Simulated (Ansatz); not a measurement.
# Gd: the cost of one run

Program: Ansatz 0.2.0. Level of theory: DFT PBE, with the methods named in each step. These are calculated values, not measurements.

## (1) The starting structure

Symmetry: Im-3m, No. 229, cubic system. The conventional cell has a = 4.050 Å, b = 4.050 Å, c = 4.050 Å, α = 90.00°, β = 90.00°, γ = 90.00°. Gd (site symmetry m-3m) has 8 Gd at 3.51 Å as nearest neighbours.

Structure file:

```
Gd
1.0
    -2.02500    2.02500    2.02500
     2.02500   -2.02500    2.02500
     4.05000    4.05000    0.00000
Gd
2
Direct
  0.00000 0.00000 0.00000
  0.50000 0.50000 0.50000
```

Elk's input and logs are in atomic units (hartree, bohr).

Atoms are numbered in the order of the input: Gd1, Gd2.

## (2) Collinear moments without spin-orbit coupling, PAW

Contents of input.yaml:

```yaml
crystal:
  lattice:
    - [-2.025, 2.025, 2.025]
    - [2.025, -2.025, 2.025]
    - [4.05, 4.05, 0.0]
  atoms:
    - { symbol: Gd, position: [0.0, 0.0, 0.0], spin: 7.0 }
    - { symbol: Gd, position: [0.5, 0.5, 0.5], spin: -7.0 }
magnetization:
  spin_polarized: true
kpoints:
  mp_grid: { grid: [8, 8, 5] }
scf:
  occupations: { method: fermi_dirac, width: 0.05 }
  lower_state_search: "off"
hamiltonian:
  xc: pbe
  pseudopotentials: { kind: paw }
output:
  forces: true
  stress: true
  eigenvalues: true
  write_density: true
  write_potential: true
  elf: true
  volumetric_format: npy
```

The run is started by

```sh
> ansatz run input.yaml --threads 2 --pin off --max-ram 6144MiB --backend cpu --events-out ev --progress --plain --runs-dir out
```

What time and memory should one allow on 2 threads of Intel Xeon Platinum 8259CL at 2.50GHz (Skylake/Cascade Lake), shared host?

About 11 s, with a peak of 0.51 GiB.
